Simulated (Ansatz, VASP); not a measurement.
## Cross-check of Sb (dimer Sb chain) between VASP and Ansatz

Wanted: the spread between two codes on one cell, functional and k mesh. The structure shown is the start of the Ansatz relaxation below; VASP solves that cell, so the two are compared at the walk's first step. Other levels of theory on this material are compared in a session of their own.

Calculated with Ansatz 0.2.0; plane waves, with VASP 6.6.1 beside it; single point at r2SCAN.

### Step 1. The structure

The cell holds 2 atoms: 2 Sb. Its edges and angles: a = 7.500 Å, b = 7.500 Å, c = 5.282 Å, α = 90.0°, β = 90.0°, γ = 90.0°. Vacuum lies along a and b. The structure's axis is c.

Structure file:

```cif
data_structure
_symmetry_space_group_name_H-M 'P 1'
_symmetry_Int_Tables_number 1
_cell_length_a 7.5000
_cell_length_b 7.5000
_cell_length_c 5.2820
_cell_angle_alpha 90.000
_cell_angle_beta 90.000
_cell_angle_gamma 90.000
_cell_volume 297.11
loop_
_atom_site_label
_atom_site_type_symbol
_atom_site_fract_x
_atom_site_fract_y
_atom_site_fract_z
_atom_site_occupancy
Sb1 Sb 0.50000 0.50000 0.00000 1
Sb2 Sb 0.50000 0.50000 0.45000 1
```

### Step 2. Ansatz: relaxation, r2SCAN

Ansatz runs on its default PAW (the set named soft_2) files.

The two programs are compared at the cell with which this relaxation starts, whose forces are those of its first step.

Contents of input.yaml:

```yaml
crystal:
  lattice:
    - [7.5, 0.0, 0.0]
    - [0.0, 7.5, 0.0]
    - [0.0, 0.0, 5.282]
  atoms:
    - { symbol: Sb, position: [0.5, 0.5, 0.0], spin: 0.3 }
    - { symbol: Sb, position: [0.5, 0.5, 0.45], spin: 0.3 }
magnetization:
  spin_polarized: true
kpoints:
  mp_grid: { grid: [1, 1, 16] }
scf:
  occupations: { method: fermi_dirac, width: 0.05 }
hamiltonian:
  xc: r2scan
relax:
  cell: { fix: [a, b, alpha, beta, gamma] }
  max_steps: 60
```

On the command line:

```console
> ansatz run input.yaml --threads 4 --pin off --max-ram 8192MiB --backend cpu --events-out ev --progress --plain --runs-dir out
```

Numbers of over 12 decimals in the logs are rounded to 6 here.

What it wrote:

```text
Engine: ansatz 0.2.0, aarch64-unknown-linux-gnu
Pseudopotentials: kind: paw
Pseudopotential: Sb, paw, valence charge 15, recommended cutoff 500 eV (meta_gga), Sb.paw.azcp
Functional definition: r2SCAN
  parameter k0 = 0.174
  parameter k1 = 0.065
  parameter a1 = 4.9479
  exchange = r2scan_x(k0 = k0, k1 = k1, a1 = a1)
  correlation = r2scan_c
Crystal: 2 atoms, lattice volume = 297.113 Å³
Basis set: ecut = 500 eV, 7499 PW (Γ), exchange–correlation on 240×240×160 points (64 copies of the dense FFT grid, shifted against one another)
Bands: 20, of which v1, the nominal top of the filled ones, is band 15 counted from 1 (14 counted from 0)
Symmetry: 16 space group operations
Space group: P4/mmm (ITA 123), of the structure as read, at distance tolerance 6.7e-5 Å
Magnetic group: BNS 123.339 (UNI 999), of the structure as read, at distance tolerance 6.7e-5 Å
k-points: 9 of 16
Non-local potential: Sb, projectors of the file, l = 0: 2, l = 1: 2, l = 2: 2, l = 3: 2
PAW form: soft (Blöchl's): semilocal exchange-correlation on the pseudo side does not see the compensation charge
PAW frozen core: Sb, regenerated for the run's functional (the file was generated under x = pbe(κ = 0.804, μ = 0.219515), c = pbe(β = 0.066725))
PAW one-centre angular grid: Sb, 590 points (default); XC on 160 Gauss nodes
Initial density: superposition of atomic densities (neutral atoms: chi_scale 0, normalization atom)
Starting moments: Σ|m| = 0.6 μB on 2 of 2 sites
Initial wavefunctions: pseudopotential atomic-orbital guess
Functional: x = r2scan, c = r2scan; τ floored in thin density (d = 2e-4 eV/Å³)
iter 1 solved again at ethr=1.27e-3 eV; its pass at ethr=3.10e-3 eV (dr2=3.81e-1 eV) is discarded
SCF iter   1: F=—  HF=-12995.263954 eV  |F-HF|=—  |Δ(HF+E_count)|=         —  Δρ=8.62e-3 (↑7.57e-3 ↓8.62e-3)  dr2=3.97e-1  dr2_τ=3.99e-3  dr2_m=1.29e-1  M=0.195 μB ∫|m|=0.196 μB  β_m=0.30  ethr=1.27e-3  ⟨swp⟩=1.2  Hψ=2640  notcnv=0
preconditioner: auto → LDOS  [metal: Δε(μ)=0.039 eV  Ē_g=6.906 eV  σ=0.050 eV  W_gap=0.19  n_scr=30 (ndim 8)  ℏωp=6.1 eV  f_vac=0.631  D(μ)=3.15/eV (n_scr^D=10)]
spin=Collinear: LDOS preconditioning applied to the charge; magnetization (m = ρ↑ − ρ↓) channel mixes plain (no charge-response kernel on spin).
SCF iter   2: F=—  HF=-12995.197344 eV  |F-HF|=—  |Δ(HF+E_count)|=   6.66e-2  Δρ=5.95e-3 (↑5.10e-3 ↓5.95e-3)  dr2=1.13e-1  dr2_τ=5.63e-4  dr2_m=6.68e-2  M=0.139 μB ∫|m|=0.142 μB  β_m=0.30  ethr=1.27e-3  ⟨swp⟩=4.4  Hψ=774  notcnv=0  κ⁻¹=1.0e0(r=1)
SCF iter   3: F=—  HF=-12995.197762 eV  |F-HF|=—  |Δ(HF+E_count)|=   4.18e-4  Δρ=4.04e-3 (↑3.43e-3 ↓4.04e-3)  dr2=2.52e-2  dr2_τ=1.76e-4  dr2_m=3.43e-2  M=0.108 μB ∫|m|=0.111 μB  β_m=0.30  ethr=3.78e-4  ⟨swp⟩=3.2  Hψ=615  notcnv=0  κ⁻¹=1.9e-2(r=2)
SCF iter   4: F=—  HF=-12995.205824 eV  |F-HF|=—  |Δ(HF+E_count)|=   8.06e-3  Δρ=2.65e-3 (↑2.48e-3 ↓2.65e-3)  dr2=3.20e-3  dr2_τ=3.34e-5  dr2_m=1.73e-2  M=0.095 μB ∫|m|=0.100 μB  β_m=0.30  ethr=8.40e-5  ⟨swp⟩=2.8  Hψ=557  notcnv=0  κ⁻¹=1.3e-3(r=3)
SCF iter   5: F=—  HF=-12995.210943 eV  |F-HF|=—  |Δ(HF+E_count)|=   5.12e-3  Δρ=1.84e-3 (↑1.76e-3 ↓1.84e-3)  dr2=1.33e-3  dr2_τ=1.17e-5  dr2_m=8.67e-3  M=0.089 μB ∫|m|=0.095 μB  β_m=0.30  ethr=1.07e-5  ⟨swp⟩=3.8  Hψ=641  notcnv=0  κ⁻¹=6.5e-4(r=4)
SCF iter   6: F=—  HF=-12995.212964 eV  |F-HF|=—  |Δ(HF+E_count)|=   2.02e-3  Δρ=1.30e-3 (↑1.30e-3 ↓1.24e-3)  dr2=1.14e-4  dr2_τ=4.50e-6  dr2_m=4.37e-3  M=0.083 μB ∫|m|=0.089 μB  β_m=0.30  ethr=4.43e-6  ⟨swp⟩=2.1  Hψ=541  notcnv=0  κ⁻¹=3.6e-5(r=5)
SCF iter   7: F=—  HF=-12995.213792 eV  |F-HF|=—  |Δ(HF+E_count)|=   8.27e-4  Δρ=9.06e-4 (↑9.06e-4 ↓8.94e-4)  dr2=1.30e-5  dr2_τ=2.08e-6  dr2_m=2.20e-3  M=0.079 μB ∫|m|=0.085 μB  β_m=0.60  ethr=3.82e-7  ⟨swp⟩=2.6  Hψ=630  notcnv=0
Mixer restart at iter 7: flushing history
spin-set hold released at iteration 7 (site moments contracting): the magnetisation degrees of freedom join the quasi-Newton model from the next iteration; the mixer history was flushed
SCF iter   8: F=—  HF=-12995.214250 eV  |F-HF|=—  |Δ(HF+E_count)|=   4.59e-4  Δρ=3.79e-4 (↑3.79e-4 ↓3.73e-4)  dr2=6.77e-6  dr2_τ=4.63e-7  dr2_m=3.82e-4  M=0.072 μB ∫|m|=0.079 μB  β_m=1.20  ethr=4.32e-8  ⟨swp⟩=3.2  Hψ=790  notcnv=0  κ⁻¹=1.0e0(r=1)
[...]
Crystal: 2 atoms, lattice volume = 302.644 Å³
[...]
preconditioner: auto → Resta (q_TF=auto, 1.856 Å⁻¹)  ε∞=1.7  [insulator: Δε(μ)=0.395 eV  Ē_g=8.229 eV  σ=0.050 eV  W_gap=0.75  n_scr=30 (ndim 8)  ℏωp=6.7 eV  f_vac=0.646  D(μ)=1.89/eV (n_scr^D=4)  ε∞_Penn≈1.7  vacuum switching on, ρ_ref=4.9e-3 e/Å³]
spin=Collinear: Resta preconditioning applied to the charge; magnetization (m = ρ↑ − ρ↓) channel mixes plain (no charge-response kernel on spin).
[...]
SCF iter   6: F=—  HF=-12995.663817 eV  |F-HF|=—  |Δ(HF+E_count)|=   7.52e-7  Δρ=7.18e-6 (↑7.18e-6 ↓3.62e-6)  dr2=1.40e-7  dr2_τ=8.66e-10  dr2_m=3.66e-8  M=0.000 μB ∫|m|=0.000 μB  β_m=0.30  ethr=6.67e-10  ⟨swp⟩=4.5  Hψ=1095  notcnv=0  κ⁻¹=2.0e-5(r=5)
[...]
SCF 4 converged in 9 iterations: F = -12995.663818 eV  dr2 = 1.40e-10
relax step   4: F+E_penalty+E_count = -12995.66381768 eV  Δ(F+E_penalty+E_count) = -2.485e-3 eV  max|allowed force component| = 3.078e-4 eV/Å  Δτ_max = 0.0127 Å  P = +0.130 GPa  Ω = 302.644 Å³  energy of the carried Pulay correction = -6.323e-5 eV  fix = [a, b, alpha, beta, gamma]  reactions: a +0.191, b +0.191 GPa  (9 SCF iters, dr2 threshold 2.00e-7 eV, accepted)
Initial wavefunctions: pseudopotential atomic-orbital guess (no wavefunctions were taken with the density)
iter 1 solved again at ethr=2.21e-7 eV; its pass at ethr=3.10e-3 eV (dr2=6.62e-5 eV) is discarded
SCF iter   1: F=—  HF=-12995.663903 eV  |F-HF|=—  |Δ(HF+E_count)|=         —  Δρ=3.23e-6 (↑3.23e-6 ↓3.23e-6)  dr2=1.62e-8  dr2_τ=3.04e-8  dr2_m=2.40e-11  M=0.000 μB ∫|m|=0.000 μB  β_m=0.87  ethr=2.21e-7  ⟨swp⟩=3.4  Hψ=3076  notcnv=0
eigensolver tolerance schedule: the retry pair's looser diagonalisation over-reported the residual by 4098.00 of it (diagonalisation noise at 0.41 of the residual, at the tolerance the schedule requests for it); recorded, not acted on — ethr = c·dr2/N_el stays at c = 1.0e-1
preconditioner: auto → Resta (q_TF=auto, 1.856 Å⁻¹)  ε∞=1.7  [insulator: Δε(μ)=0.395 eV  Ē_g=8.223 eV  σ=0.050 eV  W_gap=0.75  n_scr=30 (ndim 8)  ℏωp=6.7 eV  f_vac=0.646  D(μ)=1.89/eV (n_scr^D=4)  ε∞_Penn≈1.7  vacuum switching on, ρ_ref=4.9e-3 e/Å³]
spin=Collinear: Resta preconditioning applied to the charge; magnetization (m = ρ↑ − ρ↓) channel mixes plain (no charge-response kernel on spin).
SCF iter   2: F=—  HF=-12995.663939 eV  |F-HF|=—  |Δ(HF+E_count)|=   3.64e-5  Δρ=2.31e-6 (↑2.31e-6 ↓2.31e-6)  dr2=8.08e-9  dr2_τ=7.60e-10  dr2_m=2.53e-12  M=0.000 μB ∫|m|=0.000 μB  β_m=0.36  ethr=5.39e-11  ⟨swp⟩=3.0  Hψ=840  notcnv=0  κ⁻¹=1.0e0(r=1)
SCF iter   3: F=—  HF=-12995.663939 eV  |F-HF|=—  |Δ(HF+E_count)|=   4.46e-7  Δρ=1.09e-6 (↑1.09e-6 ↓1.09e-6)  dr2=1.67e-9  dr2_τ=1.85e-10  dr2_m=2.35e-12  M=0.000 μB ∫|m|=0.000 μB  β_m=0.30  ethr=2.69e-11  ⟨swp⟩=2.3  Hψ=668  notcnv=0  κ⁻¹=7.8e-2(r=2)
SCF iter   4: F=—  HF=-12995.663939 eV  |F-HF|=—  |Δ(HF+E_count)|=   8.60e-8  Δρ=1.37e-7 (↑1.33e-7 ↓1.37e-7)  dr2=4.45e-11  dr2_τ=1.88e-12  dr2_m=5.58e-12  M=0.000 μB ∫|m|=0.000 μB  β_m=0.30  ethr=5.57e-12  ⟨swp⟩=2.0  Hψ=636  notcnv=0  κ⁻¹=6.0e-4(r=3)
SCF iter   5: F=-12995.663939 eV  HF=-12995.663939 eV  |F-HF|=8.00e-11  |Δ(HF+E_count)|=  3.22e-10  Δρ=7.53e-8 (↑7.23e-8 ↓7.53e-8)  dr2=1.50e-11  dr2_τ=4.99e-13  dr2_m=1.70e-12  M=0.000 μB ∫|m|=0.000 μB  ethr=1.00e-12  ⟨swp⟩=6.4  Hψ=1627  notcnv=0
the starting moments were not kept: the SCF closed with an absolute magnetisation of 1.1e-6 μB, where they sum to 0.6 μB in size (2 sites). That is at most 0.1 of that sum. Measured as dr2_m measures the in/out step, that magnetisation stands 5.9e-14 eV from none, at or under the dr2_threshold of 2.0e-11 eV: it is no larger than a step whose dr2_m would equal this threshold.
SCF 5 converged in 5 iterations: F = -12995.663939 eV  dr2 = 1.50e-11
relax step   5: F+E_penalty+E_count = -12995.66393932 eV  Δ(F+E_penalty+E_count) = -1.216e-4 eV  max|allowed force component| = 3.207e-4 eV/Å  Δτ_max = 0.0000 Å  P = +0.131 GPa  Ω = 302.644 Å³  fix = [a, b, alpha, beta, gamma]  reactions: a +0.191, b +0.191 GPa  stress off target by 1.04e-2 GPa on what of the cell is left free  SCF on the basis re-selected at this cell (its energy is not comparable with the rows above)  (5 SCF iters)
basis re-selected at this cell: Δ(F+E_penalty+E_count) = -1.216e-4 eV, ΔP = +0.000 GPa vs the last step (what re-selecting the basis moved, of the pressure what is left beyond the Pulay correction that the steps carried, after the strain that the cell walked since its last selection, with what the two solves' SCF thresholds leave and, on support functions, any second-order correction that the steps lacked; it is no m [...]
SCF converged after 5 iterations
Stability not checked: this state was not tested for a lower state beside it, because the mixer in use, unlike msr1, does not test its closes by its own steps (another_mixer; see scf.mixing.algorithm and scf.lower_state_search)
Magnetization: 0.0000 μB (15.0000 up, 15.0000 down)
Absolute magnetization: 0.0000 μB (∫|ρ↑−ρ↓|, with the PAW one-centre terms)
Spin contamination: 0.0000 ħ² per cell (⟨S²⟩ above its minimum at these occupations)
Per-site moments (μB) at R_I (Å): [(-8.574955481005893e-9, 1.109673), (-8.574955481004393e-9, 1.109673)]
Free energy (F): -12995.663939 eV
Harris-Foulkes:  -12995.663939 eV  (|F-HF|=8.00e-11)
Internal energy: -12995.649575 eV  (E = F + TS)
E sigma→0 (E₀):  -12995.656757 eV
Entropy (-TS):   -0.014364 eV (-7.182 meV/atom)
Fermi energy:    -2.137051 eV
--- Per-component energies (eV) ---
  E_band       = -699.265638
  E_kinetic    = 409.699747
  E_local      = -6787.346068  (includes V_loc(G=0)·N_el)
  E_nonlocal   = 725.535622
  E_hartree    = 3076.245596
  E_xc         = -251.283353
  E_vxc        = -202.317431  (∫ρ·V_xc dr)
  E_paw        = -9203.220491  (= ΣΔE_a)
  E_vpaw       = -1012.450231  (= ΣTr[D̂ρ^β])
  E_aug_tail   = -0.000001  (compensation charges beyond the density's cutoff)
  E_vtau       = 15.121522  (kinetic-family band-sum trace: ∫τ·v_τ [+ j·A + Jᵃ·Aᵃ] dr)
  E_ewald      = -966.292702
  E_core_change = 1.012074  (= ΣΔE_core)
  E_smearing   = -0.014364  (= −TS)
  E_closure    = -0.000000  (closes the sum)
  Σ components = -12995.663939   (vs F -12995.663939, Δ=0.00e0)
--- Forces (eV/Å), atoms counted from 1 ---
  atom   1  Sb     0.00000000     0.00000000    -0.00032066
  atom   2  Sb     0.00000000    -0.00000000     0.00032066
  max |Σ_I F_I| component: 6.31e-30 eV/Å
--- Stress (GPa, compression-positive) ---
        0.190843       0.000000       0.000000
        0.000000       0.190843       0.000000
        0.000000       0.000000       0.010371
  P = ⅓ Tr σ = 0.1307 GPa (1.307 kbar)
--- Relaxed structure (4 steps of the walk, 4 accepted, 1 SCFs on fresh bases) ---
  F+E_penalty+E_count = -12995.66393932 eV   max|allowed force component| = 3.207e-4 eV/Å   (the final SCF, on the basis selected at the relaxed cell)
  cell:  # Å, volume = 302.6442 Å³
    - [7.5, 0.0, 0.0]
    - [0.0, 7.5, 0.0]
    - [0.0, 0.0, 5.380342]
  atoms:
    - { symbol: Sb, position: [0.5, 0.5, -0.024995] }
    - { symbol: Sb, position: [0.5, 0.5, 0.474995] }
```

[end of part 1 of 2]

[Lines on the potential files, build, host, timing and source positions are cut from VASP's logs without a mark.]

[Logs are printed without paths, hosts, clocks, repeated set-up lines and the standing remarks that a program may print on its own settings, such as how far it seeks lower states.]

[Hosts, paths, dates, database ids (printed as entryN), source tags and the programs' standing remarks are cut or masked in the printed files.]
